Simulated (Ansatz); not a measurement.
A crystal relaxed with r2SCAN+rVV10 in Ansatz has space group P-3m1 (No. 164) and a = 3.661 Å, c = 5.962 Å.

```
atom  site       x       y       z
  Sn    1a  0.0000  0.0000  0.0000
  Xx    2d  0.3333  0.6667  0.2456
```

r2SCAN gives an indirect gap of 1.75 eV, from K–Γ (0.77 of the way from K) to k = (0, 0.464, 0.323); the least direct gap is 2.25 eV at L–M (0.50 of the way from L). HSE06 gives an indirect gap of 2.32 eV, from K–Γ (0.77 of the way from K) to k = (0, 0.464, 0.323); the least direct gap is 2.77 eV at L–M (0.50 of the way from L). Meshes: r2SCAN 12×12×4, HSE06 6×6×4. r2SCAN's ε∞ is 7.5 along x and y, 5.2 along z.

Q: Which element is Xx?
A. S
B. O
C. Se
D. Te

A: A. Xx is S: SnS2 (CdI2 type). Around Sn lie 6 S at 2.57 Å; around S lie 3 Sn at 2.57 Å.

Spin-unpolarised throughout; all numbers are computed.

Spin-orbit coupling is left out, which matters wherever the heavy atoms make up the band edges.

Where an edge lies off the special points, it is a point of the mesh or the k point where a search put PBE's edge or least direct gap, reused for the other functionals, whose own edges may lie a little apart.

Coordinates of k points refer to the reciprocal vectors of the primitive cell of the runs.

The meshes of the hybrids are coarse, so their gaps aren't converged to the digits shown.
